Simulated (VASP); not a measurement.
# Mo (Im-3m) in VASP: settings compared, part 2 of 2

VASP 6.6.1. Earlier steps stand in the parts before.

## Step 9: Elastic constants, r2SCAN

File POSCAR:

```
Mo
1.0
   -1.5838089719      1.5838089719      1.5838089719
    1.5838089719     -1.5838089719      1.5838089719
    1.5838089719      1.5838089719     -1.5838089719
Mo
1
Direct
    0.0000000000      0.0000000000      0.0000000000
```

File INCAR.step1:

```
PREC = Accurate ; ENCUT = 600
EDIFF = 1E-8 ; ISMEAR = 1
SIGMA = 0.1 ; LREAL = False
LASPH = True ; NELM = 60
ALGO = Normal ; ISIF = 3
LWAVE = False ; LCHARG = False
METAGGA = R2SCAN ; LMIXTAU = True
IBRION = 2 ; NSW = 40
EDIFFG = -0.002
```

File INCAR.step2:

```
PREC = Accurate ; ENCUT = 600
EDIFF = 1E-8 ; ISMEAR = 1
SIGMA = 0.1 ; LREAL = False
LASPH = True ; NELM = 60
ALGO = Normal ; ISIF = 3
LWAVE = False ; LCHARG = False
METAGGA = R2SCAN ; LMIXTAU = True
IBRION = 6 ; NFREE = 2
POTIM = 0.015 ; NSW = 1
```

File KPOINTS:

```
regular mesh
0
Gamma
  9 9 9
```

Potentials or basis: VASP PAW PBE potentials, release 64 (Mo_sv).

Command:

```bash
$ cat potpaw_PBE.64/Mo_sv/POTCAR > POTCAR
$ cp INCAR.step1 INCAR
$ mpirun -np 1 vasp_std > vasp.out
$ cp CONTCAR POSCAR
$ cp INCAR.step2 INCAR
$ mpirun -np 1 vasp_std > vasp.out
```

OUTCAR:

```text
PREC = Accurate
   ENCUT = 600
   EDIFF = 1E-8
   ISMEAR = 1
   LREAL = False
   LASPH = True
   NELM = 60
   ISIF = 3
   METAGGA = R2SCAN
   IBRION = 6
   NFREE = 2
   POTIM = 0.015
   NSW = 1

 ion  position               nearest neighbor table
   1  0.000  0.000  0.000-

  LATTYP: Found a body centered cubic cell.
 ALAT       =     3.1528091106

  Lattice vectors:

 A1 = (  -1.5764045553,   1.5764045553,   1.5764045553)
 A2 = (   1.5764045553,  -1.5764045553,   1.5764045553)
 A3 = (   1.5764045553,   1.5764045553,  -1.5764045553)

Analysis of symmetry for initial positions (statically):
[... 745 lines left out ...]
  y    -0.00000     0.00000    -0.00000    -0.00000    -0.00000     0.00000
  z     0.00000    -0.00000     0.00000     0.00000     0.00000    -0.00000

 INTERNAL STRAIN TENSORS FROM DISPLACED ATOMS
 ============================================

 INTERNAL STRAIN TENSOR FOR ION    1 for displacements in x,y,z  (eV/Angst):
          X           Y           Z          XY          YZ          ZX
  --------------------------------------------------------------------------------
  x     0.00000     0.00000     0.00000     0.00000     0.00000     0.00000
  y     0.00000     0.00000     0.00000     0.00000     0.00000     0.00000
  z     0.00000     0.00000     0.00000     0.00000     0.00000     0.00000

 Eigenvectors and eigenvalues of the dynamical matrix
 ----------------------------------------------------

   1 f  =    0.000000 THz     0.000000 2PiTHz    0.000000 cm-1     0.000000 meV
             X         Y         Z           dx          dy          dz
      0.000000  0.000000  0.000000    -0.581238    0.813733    0.000000

   2 f  =    0.000000 THz     0.000000 2PiTHz    0.000000 cm-1     0.000000 meV
             X         Y         Z           dx          dy          dz
      0.000000  0.000000  0.000000     0.813733    0.581238    0.000000

   3 f  =    0.000000 THz     0.000000 2PiTHz    0.000000 cm-1     0.000000 meV
             X         Y         Z           dx          dy          dz
      0.000000  0.000000  0.000000     0.000000    0.000000    1.000000

--------------------------------------------------------------------------------------------------------

 ELASTIC MODULI CONTR FROM IONIC RELAXATION (kBar)
 Direction    XX          YY          ZZ          XY          YZ          ZX
 --------------------------------------------------------------------------------
 XX           0.0000      0.0000      0.0000      0.0000      0.0000      0.0000
 YY           0.0000      0.0000      0.0000      0.0000      0.0000      0.0000
 ZZ           0.0000      0.0000      0.0000      0.0000      0.0000      0.0000
 XY           0.0000      0.0000      0.0000      0.0000      0.0000      0.0000
 YZ           0.0000      0.0000      0.0000      0.0000      0.0000      0.0000
 ZX           0.0000      0.0000      0.0000      0.0000      0.0000      0.0000
 --------------------------------------------------------------------------------

 TOTAL ELASTIC MODULI (kBar)
 Direction    XX          YY          ZZ          XY          YZ          ZX
 --------------------------------------------------------------------------------
 XX        4548.9513   1901.7907   1901.7907     -0.0000     -0.0000     -0.0000
 YY        1901.7907   4548.9513   1901.7907      0.0000     -0.0000     -0.0000
 ZZ        1901.7907   1901.7907   4548.9513      0.0000      0.0000     -0.0000
 XY          -0.0000      0.0000      0.0000    817.2632      0.0000      0.0000
 YZ          -0.0000     -0.0000      0.0000      0.0000    817.2632     -0.0000
 ZX          -0.0000     -0.0000     -0.0000      0.0000     -0.0000    817.2632
 --------------------------------------------------------------------------------
```

Run time: 13 min. Hardware: 1 thread of Intel Xeon 6975P-C (Granite Rapids), shared host; peak memory 0.21 GiB.

Results:

```
Relaxed volume                         : 15.67 Å³/atom
Relaxed cell                           : a = 2.730 Å, b = 2.730 Å, c = 2.730 Å, α = 109.47°, β = 109.47°, γ = 109.47°
Space group after relaxing (to 0.05 Å) : Im-3m (No. 229)
Elastic constants C11, C12, C44        : 455, 190, 82 GPa
Voigt bulk modulus                     : 278 GPa
```

Step by step:
| step | energy change (eV) | largest force (eV/Å) | pressure (GPa) | volume (Å³) |
| --- | --- | --- | --- | --- |
| 1 | 0.0000 | 0.0000 | -3.77 | 15.89 |
| 2 | 0.0202 | 0.0000 | 12.21 | 15.05 |
| 3 | -0.0026 | 0.0000 | -0.05 | 15.67 |
| 4 | -0.0026 | 0.0000 | 0.02 | 15.67 |
| 5 | -0.0026 | 0.0000 | -0.06 | 15.67 |
| 6 | -0.0026 | 0.0000 | 0.01 | 15.67 |

Final structure:
```cif
data_structure
_symmetry_space_group_name_H-M 'P 1'
_symmetry_Int_Tables_number 1
_cell_length_a 2.7304
_cell_length_b 2.7304
_cell_length_c 2.7304
_cell_angle_alpha 109.471
_cell_angle_beta 109.471
_cell_angle_gamma 109.471
_cell_volume 15.67
loop_
_atom_site_label
_atom_site_type_symbol
_atom_site_fract_x
_atom_site_fract_y
_atom_site_fract_z
_atom_site_occupancy
Mo1 Mo 0.00000 0.00000 0.00000 1
```

Elastic tensor in Voigt notation (GPa, in the Cartesian axes of the cell as first typed):
```
455 190 190   0   0   0
190 455 190   0   0   0
190 190 455   0   0   0
  0   0   0  82   0   0
  0   0   0   0  82   0
  0   0   0   0   0  82
```

Clamped-ion elastic tensor (GPa):
```
455 190 190   0   0   0
190 455 190   0   0   0
190 190 455   0   0   0
  0   0   0  82   0   0
  0   0   0   0  82   0
  0   0   0   0   0  82
```

Caveat: the PAW data sets were made with another functional, which shifts forces and pressure a little.

## Step 10: For comparison

An earlier run on the cell as given: functional PBE; potentials or basis VASP PAW PBE potentials, release 64 (Mo_sv); cutoff 520 eV; k mesh 12 × 12 × 12; occupations fermi-dirac, width 0.05 eV; no spin polarisation.

- Pressure: -1.4 GPa
- Band gap on the k mesh: none (metal or under the smearing width)
